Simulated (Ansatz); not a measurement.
An input for Ansatz 0.2.0 (GaP (F-43m)):

```yaml
crystal:
  lattice:
    - [0.0, 2.72525, 2.72525]
    - [2.72525, 0.0, 2.72525]
    - [2.72525, 2.72525, 0.0]
  atoms:
    - { symbol: Ga, position: [0.0, 0.0, 0.0] }
    - { symbol: P, position: [0.25, 0.25, 0.25] }
kpoints:
  mp_grid: { grid: [6, 6, 6] }
hamiltonian:
  xc: r2scan
  pseudopotentials: { kind: paw, azcp: { folder: soft_1 } }
scf:
  occupations: { method: fixed }
gw:
  n_empty_bands: 91
  ecut_chi: 100
  qp_bands: [v2, c2]
  qp_kpoints: band_edges
  screening: { model: contour_deformation }
```

```sh
ansatz run input.yaml --threads 3 --pin off --max-ram 92160MiB --backend cuda --events-out ev --progress --plain --runs-dir out --devices 1 --max-vram 13GiB
```

**Question.** How long will it take on 1 × NVIDIA H100 80GB HBM3 (shared by 6 runs) with 3 threads of AMD EPYC 7R13 (Zen 3), shared host, and how much memory?

It took 16 s; on shared hardware allow 8 s to 32 s. Peak host memory was 1.1 GiB. The sizes that set the cost: 965 plane waves a state, 16 irreducible k points, 100 bands summed, 89 plane waves in the screening and 8 SCF cycles.

The screening grows as filled bands × empty bands × pairs of k points, times the square of the screening basis for the matrix.

[Paths, hosts, dates, memory and timing lines, banners, echoed tables and standing remarks are left out of the program output.]

[Logs are printed without paths, hosts, clocks, repeated set-up lines and the standing remarks that a program may print on its own settings, such as how far it seeks lower states.]

[Runs of the session that timed out or met a known fault of the program may be left out.]

[Cells called generated may have been cut or substituted from an entry of the Crystallography Open Database or the Materials Project.]

[Hosts, paths, dates, database ids (printed as entryN), source tags and the programs' standing remarks are cut or masked in the printed files.]
